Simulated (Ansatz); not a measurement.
PbI2 (started from an entry of an open crystallographic database) was relaxed with 3 functionals in Ansatz, cell and atoms free, the symmetry of the start kept (meshes: PBE-D3(BJ) 6×6×4, r2SCAN+rVV10 6×6×4, PBE-D4 6×6×4). No spin polarisation and no zero-point or thermal motion.

The PBE-D3(BJ) result:
```cif
data_structure
_symmetry_space_group_name_H-M 'P-3m1'
_symmetry_Int_Tables_number 164
_cell_length_a 4.5575
_cell_length_b 4.5575
_cell_length_c 6.9603
_cell_angle_alpha 90.000
_cell_angle_beta 90.000
_cell_angle_gamma 120.000
_cell_volume 125.20
loop_
_atom_site_label
_atom_site_type_symbol
_atom_site_symmetry_multiplicity
_atom_site_Wyckoff_symbol
_atom_site_fract_x
_atom_site_fract_y
_atom_site_fract_z
_atom_site_occupancy
Pb1 Pb 1 a 0.00000 0.00000 0.00000 1
I1 I 2 d 0.33333 0.66667 0.27125 1
```

It is trigonal, P-3m1 (No. 164); a = 4.557 Å, c = 6.960 Å in the conventional setting, 41.73 Å³ an atom. Pb has 6 I at 3.24 Å; I has 3 Pb at 3.24 Å.

**Question.** What lattice does r2SCAN+rVV10 give?

**Answer.** a = 4.566 Å, c = 7.041 Å; the volume differs by +1.5 % from PBE-D3(BJ)'s. Pb has 6 I at 3.24 Å; I has 3 Pb at 3.24 Å.

**Question.** What lattice does PBE-D4 give?

**Answer.** a = 4.554 Å, c = 6.957 Å; the volume differs by -0.2 % from PBE-D3(BJ)'s. Around Pb lie 6 I at 3.24 Å; around I lie 3 Pb at 3.24 Å.
